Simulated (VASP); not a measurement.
Input of a VASP 6.6.1 run:

POSCAR

```
NaF
1.0
    0.0000000000      2.4975475000      2.3233000000
    2.1490525000      0.0000000000      2.3233000000
    2.1490525000      2.4975475000      0.0000000000
Na F
1 1
Direct
    0.0000000000      0.0000000000      0.0000000000
    0.5000000000      0.5000000000      0.5000000000
```

Contents of INCAR.step1:

```
ALGO = Normal
EDIFF = 1E-4
ENCUT = 520
GGA = PE
ISMEAR = 0
LASPH = T
LCHARG = F
LREAL = F
LWAVE = T
NBANDS = 14
NELM = 100
PREC = Accurate
SIGMA = 0.05
```

File INCAR.step2:

```
ALGO = Normal
EDIFF = 1E-6
ENCUT = 520
ISIF = 2
ISMEAR = 0
ISTART = 1
LASPH = T
LCHARG = F
LMIXTAU = T
LREAL = F
LWAVE = F
METAGGA = R2SCAN
NBANDS = 14
NELM = 100
PREC = Accurate
SIGMA = 0.05
```

File KPOINTS:

```
k-points
0
Gamma
  8 8 8
```

Potentials or basis: VASP PAW PBE potentials, release 64 (Na_pv, F).

Run with:

```bash
$ cat potpaw_PBE.64/Na_pv/POTCAR potpaw_PBE.64/F/POTCAR > POTCAR
$ cp INCAR.step1 INCAR
$ mpirun -np 1 vasp_std > vasp.out
$ cp INCAR.step2 INCAR
$ mpirun -np 1 vasp_std > vasp.out
```

Question: What does it give for the band gap on the k mesh?

Answer: 7.10 eV, direct.

Question: Predict the pressure.

Answer: 0.3 GPa.

Stress tensor (GPa, compression positive):
```
 8.43  0.00  0.00
 0.00 -5.56  0.00
 0.00  0.00 -1.82
```

Caveat: the PAW data sets were made with another functional, which shifts forces and pressure a little.
